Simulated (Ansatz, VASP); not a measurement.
BeS: VASP beside Ansatz

```
Be S
1.0
     0.00000    2.47013    2.47013
     2.47013    0.00000    2.47013
     2.47013    2.47013    0.00000
Be S
1 1
Direct
  0.00000 0.00000 0.00000
  0.75000 0.75000 0.75000
```

Alike in both runs: task single point; functional PBE; k mesh 12 × 12 × 12; occupations gaussian, width 0.05 eV; no spin polarisation.

```csv
,VASP,Ansatz
version,VASP 6.6.1,Ansatz 0.2.0
potentials or method,"VASP PAW PBE potentials, release 64 (Be, S)","scalar-relativistic, plane waves, PAW"
plane-wave cutoff (eV),520,420
valence electrons in the cell,8,8
```

|  | VASP | Ansatz | Ansatz less VASP |
| --- | --- | --- | --- |
| gap on the k mesh at the Fermi level (eV) | 3.23 | 3.23 | -0.001 |
| least direct gap on the mesh (eV) | 5.43 | 5.43 | +0.001 |
| pressure (GPa) | -3.4 | -3.4 | -0.01 |

A k mesh can miss the band edges. As with any semilocal functional, this PBE gap is likely too small.
